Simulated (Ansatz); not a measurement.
# BP: the cost of one run

Method: DFT PBE, scalar-relativistic, plane waves, PAW, in Ansatz 0.2.0.

4 further runs of the same task are left out: 4 set aside as unsound or not needed.

## (1) The structure to begin with

Symmetry: F-43m, No. 216, cubic system. Conventional cell: a = 4.548 Å, b = 4.548 Å, c = 4.548 Å, α = 90.00°, β = 90.00°, γ = 90.00°. B (site symmetry -43m) is surrounded by 4 P at 1.97 Å. Around P (site symmetry -43m) lie 4 B at 1.97 Å.

Coordinates:

```
CELL_PARAMETERS angstrom
0.00000 2.27419 2.27419
2.27419 0.00000 2.27419
2.27419 2.27419 0.00000
ATOMIC_POSITIONS crystal
B 0.00000 0.00000 0.00000
P 0.75000 0.75000 0.75000
```

It is the result of an earlier relaxation at this level (volume 11.76 Å³/atom; gap on the mesh: 1.25 eV).

## (2) Relaxing at 40 GPa

What is minimised here is the enthalpy; the energy can go up as the cell is squeezed.

The input, input.yaml:

```yaml
crystal:
  lattice:
    - [0.0, 2.2741905837, 2.2741905837]
    - [2.2741905837, 0.0, 2.2741905837]
    - [2.2741905837, 2.2741905837, 0.0]
  atoms:
    - { symbol: B, position: [0.0, 0.0, 0.0] }
    - { symbol: P, position: [0.75, 0.75, 0.75] }
basis:
  ecutwfc: 420
kpoints:
  mp_grid: { grid: [10, 10, 10] }
hamiltonian:
  xc: pbe
scf:
  occupations: { method: fixed }
output:
  forces: true
  stress: true
  eigenvalues: true
relax:
  adjacent_minimum: "off"
  f_tol: 0.001
  max_steps: 60
  cell: { stress_tol: 0.02, p_target: 40.0 }
```

Started as:

```bash
$ ansatz run input.yaml --threads 1 --pin off --max-ram 3072MiB --backend cpu --events-out ev --progress --plain --runs-dir out
```

What time and memory should one allow on 1 thread of AMD EPYC 9R45 (Zen 5), shared host?

About 4 s, with a peak of 0.35 GiB.
